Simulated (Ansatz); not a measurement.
Born–Oppenheimer molecular dynamics of a periodic cell of 16 atoms, WC (start crystal WC, start structure P-6m2, volume 1.1 times the crystal's). It starts from a structure without forces on its atoms.

These are results of Ansatz, DFT PBE, scalar-relativistic, plane waves, PAW, not measurements. Settings: accuracy low, PAW set soft_1, cutoff 420 eV, k mesh 2x2x2, fermi-dirac smearing 0.17 eV, no spin polarisation.

```
ensemble        : NVT, Langevin thermostat
time step       : 1.5 fs
steps asked     : 220
set temperature : 2000 K
friction        : 0.02 /fs
seed            : 894447
```

Frames 15 fs apart, positions in Å, forces in eV/Å.

Velocities at 90.0 fs (Å/ps):

```
W 0.07 -1.31 9.25
C 0.53 -12.02 -9.98
W 2.80 2.92 -2.67
C -7.09 -19.83 4.57
W 3.11 -0.68 -1.76
C 5.00 -3.44 6.74
W 1.19 -2.24 3.97
C -8.42 -8.02 -10.67
W 2.96 4.84 3.37
C -1.90 11.00 4.51
W -0.33 3.39 3.06
C -12.65 -1.56 9.87
W 4.87 -1.18 0.39
C -17.05 -8.54 -1.20
W -1.36 5.20 -0.89
C 1.41 -10.77 -9.64
```

```xyz
16
Lattice="-2.9549 -5.1181 0.0000 4.4324 -2.5591 0.0000 0.0000 0.0000 5.7954" Properties=species:S:1:pos:R:3:forces:R:3 time_fs=90.0 energy_less_start_eV=3.178 T=1832
W 0.066 -5.006 -0.004 0.04 -2.07 0.50
C 1.621 -4.010 1.476 -1.66 -2.79 -0.93
W 0.092 -5.025 2.908 -1.32 -1.46 -0.49
C 1.527 -4.254 4.231 -1.00 0.71 1.88
W -1.496 -2.737 0.108 -0.19 5.19 -1.99
C -0.081 -1.626 1.437 0.63 -0.66 0.82
W -1.496 -2.505 2.956 0.41 -0.81 -1.99
C -0.146 -1.785 4.213 2.67 1.44 2.59
W 1.310 -2.404 0.060 4.01 -1.95 -1.59
C 3.106 -1.732 1.414 -2.33 2.01 1.13
W 1.518 -2.526 2.894 0.00 1.75 1.30
C 2.998 -1.737 4.315 -0.69 1.05 0.72
W -0.032 -0.002 0.091 0.15 0.25 -2.63
C -1.493 -4.290 1.407 1.00 0.02 1.39
W 0.097 0.117 2.978 -1.96 -2.63 -1.00
C -1.445 -4.267 4.352 0.24 -0.05 0.29
16
Lattice="-2.9549 -5.1181 0.0000 4.4324 -2.5591 0.0000 0.0000 0.0000 5.7954" Properties=species:S:1:pos:R:3:forces:R:3 time_fs=105.0 energy_less_start_eV=3.897 T=2381
W 0.071 -5.027 0.116 -2.78 -2.06 -4.72
C 1.387 -4.141 1.184 3.00 1.22 4.65
W 0.100 -5.004 2.842 -1.61 -0.74 2.93
C 1.472 -4.464 4.357 0.90 1.95 -0.05
W -1.445 -2.673 0.058 -0.98 3.10 -0.56
C -0.029 -1.630 1.596 -0.06 0.22 -0.67
W -1.459 -2.545 3.014 0.67 0.41 -1.27
C 0.060 -1.740 4.304 -0.92 0.75 1.14
W 1.371 -2.316 0.111 3.44 -3.10 -1.40
C 3.028 -1.510 1.475 -0.98 -1.60 0.41
W 1.537 -2.461 2.969 -0.59 -1.10 -0.66
C 2.838 -1.653 4.373 2.06 -0.01 0.38
W 0.036 -0.021 0.108 -1.98 1.65 -1.68
C -1.613 -4.224 1.492 2.41 0.80 -0.08
W 0.064 0.190 2.960 -2.18 -3.76 0.91
C -1.401 -4.428 4.353 -0.39 2.26 0.67
16
Lattice="-2.9549 -5.1181 0.0000 4.4324 -2.5591 0.0000 0.0000 0.0000 5.7954" Properties=species:S:1:pos:R:3:forces:R:3 time_fs=120.0 energy_less_start_eV=4.601 T=2403
W 0.079 -5.070 0.171 0.01 1.74 -3.98
C 1.605 -4.091 1.465 -0.15 -1.04 0.76
W 0.078 -4.991 2.789 1.03 -0.61 6.23
C 1.424 -4.394 4.436 1.46 1.68 -0.34
W -1.411 -2.565 0.046 -0.30 2.03 1.23
C 0.146 -1.716 1.673 -2.01 2.36 -0.76
W -1.406 -2.585 3.058 -0.09 3.79 -0.16
C 0.354 -1.485 4.498 -4.01 -1.03 -2.42
W 1.459 -2.284 0.151 4.06 -5.73 -0.76
C 2.926 -1.549 1.484 1.47 -1.10 1.36
W 1.559 -2.411 3.010 0.89 -1.62 0.34
C 2.997 -1.638 4.430 0.43 0.34 0.15
W 0.085 -0.042 0.091 -1.58 4.14 1.00
C -1.240 -4.003 1.638 -2.53 -1.84 -2.56
W 0.046 0.246 2.960 0.79 -3.75 0.57
C -1.450 -4.259 4.521 0.53 0.68 -0.64
16
Lattice="-2.9549 -5.1181 0.0000 4.4324 -2.5591 0.0000 0.0000 0.0000 5.7954" Properties=species:S:1:pos:R:3:forces:R:3 time_fs=135.0 energy_less_start_eV=5.522 T=1731
W 0.045 -5.116 0.151 1.93 2.64 -2.37
C 2.020 -4.095 1.753 -4.88 0.69 -2.34
W 0.051 -4.993 2.811 3.04 -0.03 5.91
C 1.564 -4.066 4.390 -0.67 -0.76 1.71
W -1.395 -2.462 0.091 0.98 2.11 1.38
C 0.078 -1.633 1.625 1.19 0.47 -0.30
W -1.358 -2.576 3.089 0.91 3.89 -0.67
C 0.102 -1.431 4.434 -0.57 -2.26 0.03
W 1.574 -2.324 0.190 1.21 -3.26 -0.87
C 3.179 -1.708 1.718 -3.43 2.12 -3.98
W 1.570 -2.398 3.073 0.64 -0.40 -0.59
C 3.135 -1.578 4.535 -1.78 -0.06 -0.86
W 0.101 -0.006 0.098 -0.27 3.53 1.00
C -1.073 -3.989 1.524 -3.12 -1.25 -0.51
W 0.023 0.253 2.983 4.48 -3.77 3.27
C -1.477 -3.997 4.576 0.32 -3.67 -0.79
16
Lattice="-2.9549 -5.1181 0.0000 4.4324 -2.5591 0.0000 0.0000 0.0000 5.7954" Properties=species:S:1:pos:R:3:forces:R:3 time_fs=150.0 energy_less_start_eV=2.786 T=3047
W 0.012 -5.127 0.079 2.63 3.31 -0.31
C 1.800 -4.045 1.589 -1.84 -0.72 1.27
W 0.053 -4.997 2.839 1.47 0.05 4.00
C 1.598 -4.096 4.573 -0.63 -0.97 -0.74
W -1.374 -2.349 0.171 0.49 -2.41 0.10
C 0.257 -1.430 1.628 -1.16 -1.93 -0.09
W -1.306 -2.527 3.128 -2.53 1.37 -2.98
C -0.070 -1.639 4.433 2.46 1.32 1.36
W 1.654 -2.429 0.185 -1.67 -0.27 -0.21
C 3.132 -1.578 1.536 -0.60 -0.07 0.27
W 1.568 -2.407 3.146 0.04 -0.90 -2.48
C 3.020 -1.565 4.475 -0.30 -0.52 -0.52
W 0.132 0.062 0.109 -0.80 1.22 0.41
C -1.323 -4.150 1.457 -0.51 0.60 0.87
W 0.009 0.185 3.062 1.88 -1.71 -1.19
C -1.463 -4.322 4.406 1.06 1.63 0.23
16
Lattice="-2.9549 -5.1181 0.0000 4.4324 -2.5591 0.0000 0.0000 0.0000 5.7954" Properties=species:S:1:pos:R:3:forces:R:3 time_fs=165.0 energy_less_start_eV=4.964 T=2332
W -0.006 -5.108 0.011 1.42 2.45 1.64
C 1.256 -4.113 1.557 3.24 0.31 0.16
W 0.059 -5.026 2.939 -0.48 -1.08 1.35
C 1.501 -4.306 4.556 1.66 0.78 -1.40
W -1.343 -2.258 0.263 -0.57 -3.94 -0.67
C 0.294 -1.533 1.655 -2.90 -0.27 -0.03
W -1.304 -2.482 3.091 -1.99 -0.41 -0.07
C 0.138 -1.732 4.644 -0.61 0.73 -1.37
W 1.703 -2.518 0.210 -4.65 0.08 -0.58
C 2.844 -1.432 1.403 2.86 -1.74 3.44
W 1.533 -2.445 3.204 -0.74 -1.86 -3.64
C 2.985 -1.706 4.413 1.28 1.15 0.97
W 0.174 0.121 0.101 -3.22 -0.68 0.54
C -1.540 -4.234 1.435 2.13 2.28 2.41
W -0.002 0.093 3.117 2.23 -0.54 -2.63
C -1.422 -4.496 4.364 0.32 2.77 -0.11
16
Lattice="-2.9549 -5.1181 0.0000 4.4324 -2.5591 0.0000 0.0000 0.0000 5.7954" Properties=species:S:1:pos:R:3:forces:R:3 time_fs=180.0 energy_less_start_eV=5.824 T=1437
W -0.040 -5.090 -0.016 2.83 -0.11 3.36
C 1.174 -4.027 1.463 2.09 -1.70 1.46
W 0.044 -5.061 3.006 -0.12 -0.71 -1.62
C 1.585 -4.589 4.285 -0.17 3.32 2.33
W -1.287 -2.231 0.287 -2.84 -5.08 -2.13
C -0.068 -1.526 1.690 2.67 1.02 0.11
W -1.307 -2.439 3.034 -1.76 -2.02 2.14
C 0.231 -1.744 4.844 -1.07 1.39 -3.77
W 1.689 -2.568 0.198 -1.87 1.97 0.99
C 2.859 -1.633 1.664 1.29 0.64 0.04
W 1.483 -2.462 3.212 0.89 -1.73 -3.34
C 3.066 -1.772 4.532 0.39 0.79 -0.34
W 0.206 0.159 0.112 -1.68 -0.39 2.06
C -1.470 -4.081 1.747 -0.56 -0.50 -1.93
W 0.034 0.005 3.098 0.98 2.29 -0.84
C -1.322 -4.303 4.335 -1.08 0.80 1.49
16
Lattice="-2.9549 -5.1181 0.0000 4.4324 -2.5591 0.0000 0.0000 0.0000 5.7954" Properties=species:S:1:pos:R:3:forces:R:3 time_fs=195.0 energy_less_start_eV=4.927 T=2435
W -0.044 -5.080 -0.013 4.18 0.95 4.42
C 1.410 -4.167 1.657 1.06 0.07 -0.25
W 0.021 -5.059 3.045 1.37 -0.46 -0.70
C 1.657 -4.436 4.380 -1.39 2.79 2.00
W -1.262 -2.289 0.263 -2.00 -2.91 -1.82
C 0.136 -1.434 1.745 0.11 -3.14 -2.60
W -1.319 -2.369 3.017 -2.01 -2.04 1.52
C 0.121 -1.514 4.724 0.90 -1.82 -1.83
W 1.673 -2.571 0.197 -1.45 1.65 0.72
C 3.094 -1.855 1.915 -2.66 2.67 -3.28
W 1.452 -2.481 3.178 2.99 -1.35 -1.15
C 3.128 -1.641 4.625 -0.97 -0.70 -1.12
W 0.226 0.166 0.141 -2.46 0.31 2.45
C -1.414 -3.976 1.641 0.36 -2.16 -0.15
W 0.073 -0.030 3.073 2.15 5.18 3.09
C -1.343 -4.176 4.543 -0.18 0.97 -1.31
16
Lattice="-2.9549 -5.1181 0.0000 4.4324 -2.5591 0.0000 0.0000 0.0000 5.7954" Properties=species:S:1:pos:R:3:forces:R:3 time_fs=210.0 energy_less_start_eV=5.478 T=2297
W -0.032 -5.095 0.031 3.24 1.61 3.25
C 1.776 -4.259 1.819 -4.22 1.76 -3.01
W 0.046 -5.051 3.047 0.23 -0.19 -0.10
C 1.611 -3.959 4.819 -0.69 -5.63 -4.79
W -1.263 -2.399 0.234 -1.41 -0.22 -1.28
C 0.335 -1.688 1.581 -3.38 1.14 0.85
W -1.340 -2.294 3.030 1.24 -5.20 3.42
C 0.091 -1.579 4.416 -0.14 0.69 2.82
W 1.652 -2.545 0.222 -0.90 3.89 2.71
C 2.939 -1.745 1.714 2.23 1.13 0.06
W 1.457 -2.513 3.173 3.78 -0.28 -1.63
C 2.955 -1.627 4.626 0.91 0.22 -1.99
W 0.211 0.199 0.191 -4.00 -2.11 -1.63
C -1.404 -4.212 1.455 1.99 0.52 3.29
W 0.075 -0.037 3.046 0.75 4.60 -0.12
C -1.418 -3.951 4.597 0.34 -1.93 -1.84
16
Lattice="-2.9549 -5.1181 0.0000 4.4324 -2.5591 0.0000 0.0000 0.0000 5.7954" Properties=species:S:1:pos:R:3:forces:R:3 time_fs=225.0 energy_less_start_eV=2.904 T=3179
W 0.030 -5.077 0.107 1.44 1.05 0.73
C 1.695 -4.059 1.624 -1.00 -2.09 0.10
W 0.078 -5.048 3.088 -0.22 -0.16 -0.52
C 1.499 -4.176 4.564 0.69 -0.28 -0.52
W -1.271 -2.474 0.216 -2.95 0.03 -1.44
C 0.125 -1.698 1.441 0.31 1.87 3.14
W -1.369 -2.306 3.083 0.09 -3.41 0.35
C 0.193 -1.711 4.551 -1.99 1.67 -0.14
W 1.600 -2.501 0.235 0.17 0.19 -1.88
C 2.970 -1.516 1.505 1.66 -1.30 1.69
W 1.498 -2.561 3.151 1.31 1.93 -1.75
C 2.948 -1.670 4.439 1.02 0.47 0.57
W 0.147 0.252 0.201 -0.95 -2.95 -0.82
C -1.270 -4.357 1.621 -1.68 2.30 0.00
W 0.067 -0.007 3.050 0.71 2.40 0.44
C -1.533 -4.023 4.444 1.38 -1.70 0.03
16
Lattice="-2.9549 -5.1181 0.0000 4.4324 -2.5591 0.0000 0.0000 0.0000 5.7954" Properties=species:S:1:pos:R:3:forces:R:3 time_fs=240.0 energy_less_start_eV=3.871 T=2464
W 0.084 -5.040 0.199 -0.58 1.12 -0.17
C 1.430 -4.108 1.648 1.51 -0.54 -0.41
W 0.102 -5.042 3.155 -2.83 -1.22 -2.92
C 1.527 -4.403 4.325 0.78 2.67 4.70
W -1.301 -2.485 0.212 -2.12 1.65 0.80
C -0.047 -1.299 1.726 0.70 -5.02 -2.93
W -1.388 -2.389 3.170 1.59 -2.17 -2.31
C 0.097 -1.466 4.719 -0.22 -2.18 -1.59
W 1.511 -2.463 0.227 0.88 0.71 -0.06
C 3.091 -1.495 1.617 -1.65 -0.51 0.67
W 1.532 -2.604 3.119 -0.16 3.63 -0.03
C 3.085 -1.722 4.436 -1.71 0.82 1.40
W 0.019 0.306 0.222 2.08 -4.02 -0.49
C -1.332 -4.066 1.696 -0.72 -0.15 -0.26
W 0.070 0.057 3.063 0.77 3.11 2.94
C -1.476 -4.359 4.503 1.68 2.10 0.67
16
Lattice="-2.9549 -5.1181 0.0000 4.4324 -2.5591 0.0000 0.0000 0.0000 5.7954" Properties=species:S:1:pos:R:3:forces:R:3 time_fs=255.0 energy_less_start_eV=3.822 T=2720
W 0.128 -5.013 0.289 -1.67 0.67 -1.19
C 1.494 -4.239 1.676 0.68 1.75 0.67
W 0.083 -5.019 3.142 -0.45 -0.35 0.79
C 1.711 -4.188 4.709 -2.65 0.50 -1.61
W -1.351 -2.465 0.189 -1.33 1.03 2.36
C -0.070 -1.495 1.615 1.10 0.01 1.16
W -1.379 -2.483 3.232 0.33 3.17 -0.42
C -0.007 -1.457 4.697 1.44 -0.98 -1.25
W 1.415 -2.430 0.222 2.32 0.30 0.36
C 2.923 -1.471 1.713 -0.06 -1.59 0.05
W 1.552 -2.599 3.065 -0.33 2.98 1.59
C 2.924 -1.722 4.587 0.92 1.33 -0.40
W -0.061 0.337 0.269 2.93 -4.39 -0.69
C -1.462 -3.809 1.836 0.07 -5.94 -2.08
W 0.096 0.137 3.102 -0.94 -0.20 1.17
C -1.236 -4.286 4.652 -2.35 1.73 -0.53
```

Of the whole run (330 fs, mean temperature of the second half 2145 K): A run of 0.33 ps of so small a system gives no equilibrium averages. Limits of this set-up: coarse k mesh, low accuracy level.

Run time: 21 min on 1 thread of Arm Neoverse V1, on a shared host, peak memory 0.51 GiB.
